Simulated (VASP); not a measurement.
Mg2Si:

```
Mg Si
1.0
     0.00000    3.16982    3.16982
     3.16982    0.00000    3.16982
     3.16982    3.16982    0.00000
Mg Si
2 1
Direct
  0.25000 0.25000 0.25000
  0.75000 0.75000 0.75000
  0.00000 0.00000 0.00000
```

The cell is a database's computed one.

```yaml
Program: VASP 6.6.1
Task: relaxation of cell and atoms
Functional: LDA
Potentials_or_basis: VASP PAW LDA potentials, release 64 (Mg, Si)
Cutoff: 600 eV
k_mesh: 10 × 10 × 10
Occupations: gaussian, width 0.1 eV
Spin: no spin polarisation
```

At the start: pressure -2.4 GPa; volume 21.23 Å³/atom.

Task: How do energy, volume and symmetry change on relaxing?

Result: Over 3 steps the energy falls by 6.8 meV/atom and the volume is 20.35 Å³/atom (-4.2 %); space group Fm-3m (No. 225, to 0.05 Å).

Step by step:
| step | energy change (eV) | largest force (eV/Å) | pressure (GPa) | volume (Å³) |
| --- | --- | --- | --- | --- |
| 1 | 0.0000 | 0.0000 | -2.35 | 63.70 |
| 2 | -0.0202 | 0.0000 | 0.17 | 60.87 |
| 3 | -0.0203 | 0.0000 | 0.00 | 61.04 |

Final structure:
```
Mg Si
1.0
     0.00000    3.12503    3.12503
     3.12503    0.00000    3.12503
     3.12503    3.12503    0.00000
Mg Si
2 1
Direct
  0.25000 0.25000 0.25000
  0.75000 0.75000 0.75000
  0.00000 0.00000 0.00000
```
